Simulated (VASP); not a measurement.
# NbN (Fm-3m) in VASP: further runs

One crystal, NbN, is run at these levels: PBEsol; tasks: relaxation of cell and atoms, relaxation of the atoms.

Program: VASP 6.6.1. These are calculated values, not measurements. Logs are shortened: lines on timing, memory, paths and dates and some standing lists are left out, and cuts for length are marked.

## Step 1: The structure

The structure is cubic, space group Fm-3m (No. 225). The conventional cell has a = 4.377 Å, b = 4.377 Å, c = 4.377 Å, α = 90.00°, β = 90.00°, γ = 90.00°. Around Nb (site symmetry m-3m) lie 6 N at 2.19 Å. N (site symmetry m-3m) has 6 Nb at 2.19 Å as nearest neighbours.

Measurements of this composition are mostly on another form, of space group No. 194.

## Step 2: Relaxation of cell and atoms, PBEsol

File INCAR:

```
PREC = Accurate ; ENCUT = 600
EDIFF = 1E-7 ; ISMEAR = 1
SIGMA = 0.1 ; LREAL = False
LASPH = True ; NELM = 80
ALGO = Normal ; ISIF = 3
LWAVE = False ; LCHARG = False
GGA = PS ; IBRION = 2
NSW = 90 ; EDIFFG = -0.005
```

File KPOINTS:

```
Automatic mesh
0
Gamma
  14 14 14
```

File POSCAR:

```
NbN                                     
1.0
   -0.0000000000      2.1887249968      2.1887249968
    2.1887249968      0.0000000000      2.1887249968
    2.1887249968      2.1887249968     -0.0000000000
  Nb              N             
     1     1
Direct
     0.5000000000000000    0.5000000000000000    0.5000000000000000
     0.0000000000000000    0.0000000000000000    0.0000000000000000
```

Potentials or basis: VASP PAW PBE potentials, release 64 (Nb_sv, N).

Run with:

```bash
$ cat potpaw_PBE.64/Nb_sv/POTCAR potpaw_PBE.64/N/POTCAR > POTCAR
$ mpirun -np 1 vasp_std > vasp.out
```

OUTCAR:

```text
PREC = Accurate
   ENCUT = 600
   EDIFF = 1E-7
   ISMEAR = 1
   LREAL = False
   LASPH = True
   NELM = 80
   ISIF = 3
   GGA = PS
   IBRION = 2
   NSW = 90
   EDIFFG = -0.005

 ion  position               nearest neighbor table
   1  0.500  0.500  0.500-   2 2.19   2 2.19   2 2.19   2 2.19   2 2.19   2 2.19
   2  0.000  0.000  0.000-   1 2.19   1 2.19   1 2.19   1 2.19   1 2.19   1 2.19

  LATTYP: Found a face centered cubic cell.
 ALAT       =     4.3774499936

  Lattice vectors:

 A1 = (   0.0000000000,   2.1887249968,   2.1887249968)
 A2 = (   2.1887249968,   0.0000000000,   2.1887249968)
 A3 = (   2.1887249968,   2.1887249968,   0.0000000000)

Analysis of symmetry for initial positions (statically):
=====================================================================
 Subroutine PRICEL returns:
 Original cell was already a primitive cell.

 Routine SETGRP: Setting up the symmetry group for a
 face centered cubic supercell.

 Subroutine GETGRP returns: Found 48 space group operations
 (whereof 48 operations were pure point group operations)
 out of a pool of 48 trial point group operations.

The static configuration has the point symmetry O_h .

Analysis of symmetry for dynamics (positions and initial velocities):
=====================================================================
 Subroutine PRICEL returns:
 Original cell was already a primitive cell.

 Routine SETGRP: Setting up the symmetry group for a
 face centered cubic supercell.

 Subroutine GETGRP returns: Found 48 space group operations
 (whereof 48 operations were pure point group operations)
 out of a pool of 48 trial point group operations.

The dynamic configuration has the point symmetry O_h .

 Subroutine INISYM returns: Found 48 space group operations
 (whereof 48 operations are pure point group operations),
 and found     1 'primitive' translations

----------------------------------------------------------------------------------------

                                     Primitive cell

  volume of cell :      20.9702

  direct lattice vectors                    reciprocal lattice vectors
     0.000000000  2.188724997  2.188724997    -0.228443501  0.228443501  0.228443501
     2.188724997  0.000000000  2.188724997     0.228443501 -0.228443501  0.228443501
     2.188724997  2.188724997  0.000000000     0.228443501  0.228443501 -0.228443501

  length of vectors
     3.095324575  3.095324575  3.095324575     0.395675750  0.395675750  0.395675750

  position of ions in fractional coordinates (direct lattice)
     0.500000000  0.500000000  0.500000000
     0.000000000  0.000000000  0.000000000

  ion indices of the primitive-cell ions
   primitive index   ion index
                 1           1
                 2           2

----------------------------------------------------------------------------------------

 KPOINTS: Automatic mesh

Automatic generation of k-mesh.
 Grid dimensions read from file:
 generate k-points for:   14   14   14

 Generating k-lattice:

  Cartesian coordinates                     Fractional coordinates (reciprocal lattice)
    -0.016317393  0.016317393  0.016317393     0.071428571  0.000000000  0.000000000
     0.016317393 -0.016317393  0.016317393     0.000000000  0.071428571  0.000000000
     0.016317393  0.016317393 -0.016317393     0.000000000  0.000000000  0.071428571

  Length of vectors
     0.028262554  0.028262554  0.028262554

  Shift w.r.t. Gamma in fractional coordinates (k-lattice)
     0.000000000  0.000000000  0.000000000

 Subroutine IBZKPT returns following result:
 ===========================================

 Found    104 irreducible k-points:

 Following reciprocal coordinates:
            Coordinates               Weight
  0.000000  0.000000  0.000000      1.000000
  0.071429  0.000000  0.000000      8.000000
  0.142857  0.000000  0.000000      8.000000
  0.214286  0.000000  0.000000      8.000000
  0.285714  0.000000  0.000000      8.000000
  0.357143  0.000000  0.000000      8.000000
[... 16 lines left out ...]
  0.214286  0.142857  0.000000     24.000000
  0.285714  0.142857  0.000000     24.000000
 [... further k-points ...]
   k-points           NKPTS =    104   k-points in BZ     NKDIM =    104   number of bands    NBANDS=     13
   number of dos      NEDOS =    301   number of ions     NIONS =      2
   total plane-waves  NPLWV =  21952
   dimension x,y,z NGX =    28 NGY =   28 NGZ =   28
   dimension x,y,z NGXF=    56 NGYF=   56 NGZF=   56
   ions per type =               1   1
   NGX,Y,Z   is equivalent  to a cutoff of  15.04, 15.04, 15.04 a.u.
   NGXF,Y,Z  is equivalent  to a cutoff of  30.08, 30.08, 30.08 a.u.
 SYSTEM =  unknown system
   PREC   = accura    normal or accurate (medium, high low for compatibility)
   ISTART =      0    job   : 0-new  1-cont  2-samecut
   ICHARG =      2    charge: 1-file 2-atom 10-const
   ISPIN  =      1    spin polarized calculation?
   LNONCOLLINEAR =      F non collinear calculations
   LSORBIT =      F    spin-orbit coupling
   LASPH  =      T    aspherical Exc in radial PAW
   ENCUT  =  600.0 eV  44.10 Ry    6.64 a.u.   6.18  6.18  6.18*2*pi/ulx,y,z
   NELM   =     80;   NELMIN=  2; NELMDL= -5     # of ELM steps
   EDIFF  = 0.1E-06   stopping-criterion for ELM
   LREAL  =      F    real-space projection
   EDIFFG = -.5E-02   stopping-criterion for IOM
   NSW    =     90    number of steps for IOM
   IBRION =      2    ionic relax: 0-MD 1-quasi-New 2-CG
   NFREE  =      1    steps in history (QN), initial steepest desc. (CG)
   ISIF   =      3    stress and relaxation
   ISYM   =      2    0-nonsym 1-usesym 2-fastsym
   POTIM  = 0.5000    time-step for ionic-motion
   TEBEG  =    0.0;   TEEND  =   0.0 temperature during run
   PSTRESS=    0.0 pullay stress
   NELECT =      18.0000    total number of electrons
   NUPDOWN=      -1.0000    fix difference up-down
   EMIN   =  10.00;   EMAX   =-10.00  energy-range for DOS
   EFERMI =   0.00;   METHOD = LEGACY
   ISMEAR =     1;   SIGMA  =   0.10  broadening in eV -4-tet -1-fermi 0-gaus
   EFERMI_NEDOS =   21; number of points for ismear=-14 and -15
   IALGO  =     38    algorithm
   IMIX   =      4    mixing-type and parameters
     AMIX     =   0.40;   BMIX     =  1.00
     AMIX_MAG =   1.60;   BMIX_MAG =  1.00
  volume/ion in A,a.u.               =      10.49        70.76
  Fermi-wavevector in a.u.,A,eV,Ry     =   1.555838  2.940108 32.934711  2.420633
  Thomas-Fermi vector in A             =   2.659721
   LORBIT       =      0    0 simple, 1 ext, 2 COOP (PROOUT), +10 PAW based schemes
   GGA     = PS    functional components
   LHFCALC =     F    Hartree Fock is set to
   AEXX    =    0.0000 exact exchange contribution
   IVDW    =     0    specifies the selected vdW correction
   LEPSILON=     F    determine dielectric tensor
   LRPA    =     F    only Hartree local field effects (RPA)
 conjugate gradient relaxation of ions
 non-spin polarized calculation
 Methfessel and Paxton  Order N= 1 SIGMA  =   0.10
  energy-cutoff  :      600.00
  volume of cell :       20.97
 maximum number of plane-waves:       725
 NGX is ok and might be reduce to    28
   NGX = 13   NGY = 13   NGZ = 13

 number of electron      17.9999999 magnetization

 Free energy of the ion-electron system (eV)
  ---------------------------------------------------
  ext. energy  EPLUGINS =         0.00000000
  ---------------------------------------------------
  free energy    TOTEN  =       -21.90149061 eV

  energy without entropy =      -21.90077961  energy(sigma->0) =      -21.90125361

 E-fermi :  14.0007     XC(G=0): -13.6102

 val. band max:       14.0002756987   @ k =  -0.2857   0.3571   0.1429
 cond. band min:      14.0526951496   @ k =   0.2143   0.1429   0.0000
 fundamental gap:      0.0524194509
 Fermi energy:        14.0007240444

 k-point     1 :       0.0000    0.0000    0.0000
  band No.  band energies     occupation
      1     -42.2414      2.00000
      2     -17.9087      2.00000
      3     -17.9087      2.00000
      4     -17.9087      2.00000
      5      -3.6040      2.00000
      6      10.6838      2.00000
      7      10.6838      2.00000
      8      10.6838      2.00000
      9      11.9842      2.00000
     10      11.9842      2.00000
     11      11.9842      2.00000
     12      13.8731      2.07017
     13      13.8731      2.07017

 k-point     2 :       0.0714    0.0000    0.0000
  band No.  band energies     occupation
      1     -42.2343      2.00000
      2     -17.9690      2.00000
      3     -17.9135      2.00000
      4     -17.9135      2.00000
      5      -3.4876      2.00000
      6      10.0733      2.00000
      7      10.2100      2.00000
      8      10.2100      2.00000
      9      12.1773      2.00000
     10      12.1773      2.00000
     11      12.3125      2.00000
     12      14.4071     -0.00000
     13      14.4071     -0.00000

 k-point     3 :       0.1429    0.0000    0.0000
  band No.  band energies     occupation
      1     -42.2144      2.00000
      2     -18.1348      2.00000
      3     -17.9271      2.00000
      4     -17.9271      2.00000
      5      -3.1586      2.00000
      6       8.9448      2.00000
      7       9.3485      2.00000
      8       9.3485      2.00000
      9      12.5947      2.00000
     10      12.5947      2.00000
     11      12.7654      2.00000
     12      15.5901     -0.00000
     13      15.5901     -0.00000
[... 305 lines left out ...]
 k-point    23 :       0.2143    0.1429    0.0000
  band No.  band energies     occupation
      1     -42.1840      2.00000
      2     -18.2653      2.00000
      3     -18.0086      2.00000
      4     -17.9968      2.00000
      5      -2.7899      2.00000
      6       7.3024      2.00000
      7       9.3441      2.00000
      8       9.5215      2.00000
      9      11.2272      2.00000
     10      14.0527      0.23854
     11      14.2677     -0.00105
     12      14.9692     -0.00000
     13      16.7154      0.00000

 k-point    24 :       0.2857    0.1429    0.0000
  band No.  band energies     occupation
      1     -42.1559      2.00000
      2     -18.4673      2.00000
      3     -18.0371      2.00000
      4     -18.0187      2.00000
      5      -2.4088      2.00000
      6       6.7091      2.00000
      7       8.5029      2.00000
      8       8.8951      2.00000
      9      11.6458      2.00000
     10      14.5814     -0.00000
     11      14.8414     -0.00000
     12      16.1801      0.00000
     13      17.7074      0.00000

 [... further k-points ...]
[... 5 lines left out ...]
  --------------------------------------------------------------------------------------
  -------------------------------------------------------------------------------------
  Total        0.0001911      0.0001911      0.0001911     -0.0000000     -0.0000000     -0.0000000
  in kB        0.0146026      0.0146026      0.0146026     -0.0000000     -0.0000000     -0.0000000
  external PRESSURE =       0.0146026 kB  Pullay stress =       0.0000000 kB

 VOLUME and BASIS-vectors are now :
 -----------------------------------------------------------------------------
  energy-cutoff  :      600.00
  volume of cell :       20.97
      direct lattice vectors                 reciprocal lattice vectors
     0.000000000  2.188724997  2.188724997    -0.228443501  0.228443501  0.228443501
     2.188724997  0.000000000  2.188724997     0.228443501 -0.228443501  0.228443501
     2.188724997  2.188724997  0.000000000     0.228443501  0.228443501 -0.228443501

 POSITION                                       TOTAL-FORCE (eV/Angst)
 -----------------------------------------------------------------------------------
      2.18872      2.18872      2.18872         0.000000      0.000000      0.000000
      0.00000      0.00000      0.00000         0.000000      0.000000      0.000000
 -----------------------------------------------------------------------------------
    total drift:                                0.000000      0.000000      0.000000

  FREE ENERGIE OF THE ION-ELECTRON SYSTEM (eV)
  ---------------------------------------------------
  free  energy   TOTEN  =       -21.9014906064 eV

  energy  without entropy=      -21.9007796099  energy(sigma->0) =      -21.90125361

 reached required accuracy - stopping structural energy minimisation
```

It took 43 s on 1 thread of Intel Xeon Platinum 8488C (Sapphire Rapids), shared host; peak memory 0.19 GiB.

What came out:

```yaml
Free_energy: -21.9015 eV
Pressure_after_relaxing: 0.0 GPa
```

Final structure:
```
Nb N
1.0
     0.00000    2.18872    2.18872
     2.18872    0.00000    2.18872
     2.18872    2.18872    0.00000
Nb N
1 1
Direct
  0.50000 0.50000 0.50000
  0.00000 0.00000 0.00000
```

Caveat: the relaxation stopped at its first step, so nothing moved; the bands computed are all filled at some k points, so no gap is given; the PAW data sets were made with another functional, which shifts forces and pressure a little.

## Step 3: Relaxation of the atoms, PBEsol (a relaxed cell with its volume scaled by 0.94)

File INCAR:

```
PREC = Accurate ; ENCUT = 600
EDIFF = 1E-7 ; ISMEAR = 1
SIGMA = 0.1 ; LREAL = False
LASPH = True ; NELM = 80
ALGO = Fast ; ISIF = 2
LWAVE = False ; LCHARG = False
GGA = PS ; IBRION = 2
NSW = 40 ; EDIFFG = -0.01
```

KPOINTS is that of step 2.

File POSCAR:

```
NbN                                     
1.0
    0.0000000000      2.1440446027      2.1440446027
    2.1440446027      0.0000000000      2.1440446027
    2.1440446027      2.1440446027      0.0000000000
  Nb              N             
     1     1
Direct
     0.5000000000000000    0.5000000000000000    0.5000000000000000
     0.0000000000000000    0.0000000000000000    0.0000000000000000
```

Potentials or basis: VASP PAW PBE potentials, release 64 (Nb_sv, N).

Run with:

```bash
$ cat potpaw_PBE.64/Nb_sv/POTCAR potpaw_PBE.64/N/POTCAR > POTCAR
$ mpirun -np 1 vasp_std > vasp.out
```

OUTCAR:

```text
PREC = Accurate
   ENCUT = 600
   EDIFF = 1E-7
   ISMEAR = 1
   LREAL = False
   LASPH = True
   NELM = 80
   ISIF = 2
   GGA = PS
   IBRION = 2
   NSW = 40
   EDIFFG = -0.01

 ion  position               nearest neighbor table
   1  0.500  0.500  0.500-   2 2.14   2 2.14   2 2.14   2 2.14   2 2.14   2 2.14
   2  0.000  0.000  0.000-   1 2.14   1 2.14   1 2.14   1 2.14   1 2.14   1 2.14

  LATTYP: Found a face centered cubic cell.
 ALAT       =     4.2880892054

  Lattice vectors:

[... 565 lines left out ...]
      8       9.6369      2.00000
      9      12.4737      2.00000
     10      15.6718     -0.00000
     11      15.9553     -0.00000
     12      17.4037      0.00000
     13      19.1826      0.00000

 [... further k-points ...]
[... 5 lines left out ...]
  --------------------------------------------------------------------------------------
  -------------------------------------------------------------------------------------
  Total        2.9183696      2.9183696      2.9183696      0.0000000      0.0000000      0.0000000
  in kB      237.2025966    237.2025966    237.2025966      0.0000000      0.0000000      0.0000000
  external PRESSURE =     237.2025966 kB  Pullay stress =       0.0000000 kB

 VOLUME and BASIS-vectors are now :
 -----------------------------------------------------------------------------
  energy-cutoff  :      600.00
  volume of cell :       19.71
      direct lattice vectors                 reciprocal lattice vectors
     0.000000000  2.144044603  2.144044603    -0.233204104  0.233204104  0.233204104
     2.144044603  0.000000000  2.144044603     0.233204104 -0.233204104  0.233204104
     2.144044603  2.144044603  0.000000000     0.233204104  0.233204104 -0.233204104

 POSITION                                       TOTAL-FORCE (eV/Angst)
 -----------------------------------------------------------------------------------
      2.14404      2.14404      2.14404        -0.000000     -0.000000     -0.000000
      0.00000      0.00000      0.00000         0.000000      0.000000      0.000000
 -----------------------------------------------------------------------------------
    total drift:                                0.000000     -0.000000      0.000000

  FREE ENERGIE OF THE ION-ELECTRON SYSTEM (eV)
  ---------------------------------------------------
  free  energy   TOTEN  =       -21.8106976462 eV

  energy  without entropy=      -21.8099666416  energy(sigma->0) =      -21.81045398

 reached required accuracy - stopping structural energy minimisation
```

OSZICAR:

```text
N       E                     dE             d eps       ncg     rms          rms(c)
DAV:   1     0.183663181582E+03    0.18366E+03   -0.11487E+04  2704   0.165E+03
DAV:   2    -0.110010704576E+02   -0.19466E+03   -0.18728E+03  3047   0.542E+02
DAV:   3    -0.245437927955E+02   -0.13543E+02   -0.13175E+02  4787   0.115E+02
[... 31 lines left out ...]
RMM:  35    -0.218106971416E+02   -0.27608E-06   -0.28012E-06  2351   0.840E-03    0.629E-04
RMM:  36    -0.218106973298E+02   -0.18821E-06   -0.19589E-06  2307   0.673E-03    0.784E-04
RMM:  37    -0.218106974741E+02   -0.14427E-06   -0.15266E-06  2177   0.575E-03    0.981E-04
RMM:  38    -0.218106975720E+02   -0.97948E-07   -0.10419E-06  2055   0.467E-03    0.116E-03
RMM:  39    -0.218106976462E+02   -0.74152E-07   -0.79448E-07  1962   0.404E-03
   1 F= -.21810698E+02 E0= -.21810454E+02  d E =-.218107E+02
```

CONTCAR:

```text
NbN
   1.00000000000000
     0.0000000000000000    2.1440446027000002    2.1440446027000002
     2.1440446027000002    0.0000000000000000    2.1440446027000002
     2.1440446027000002    2.1440446027000002    0.0000000000000000
  Nb              N
     1     1
Direct
     0.5000000000000000    0.5000000000000000    0.5000000000000000
     0.0000000000000000    0.0000000000000000    0.0000000000000000

  0.00000000E+00  0.00000000E+00  0.00000000E+00
  0.00000000E+00  0.00000000E+00  0.00000000E+00
```

It took 53 s on 1 thread of Intel Xeon Platinum 8488C (Sapphire Rapids), shared host; peak memory 0.17 GiB.

What came out:

```
Free energy             : -21.8107 eV
Pressure after relaxing : 23.7 GPa
```

Final structure:
```
Nb N
1.0
     0.00000    2.14404    2.14404
     2.14404    0.00000    2.14404
     2.14404    2.14404    0.00000
Nb N
1 1
Direct
  0.50000 0.50000 0.50000
  0.00000 0.00000 0.00000
```

Caveat: the relaxation stopped at its first step, so nothing moved; the bands computed are all filled at some k points, so no gap is given; the PAW data sets were made with another functional, which shifts forces and pressure a little.

(Continued in part 2 of 2.)
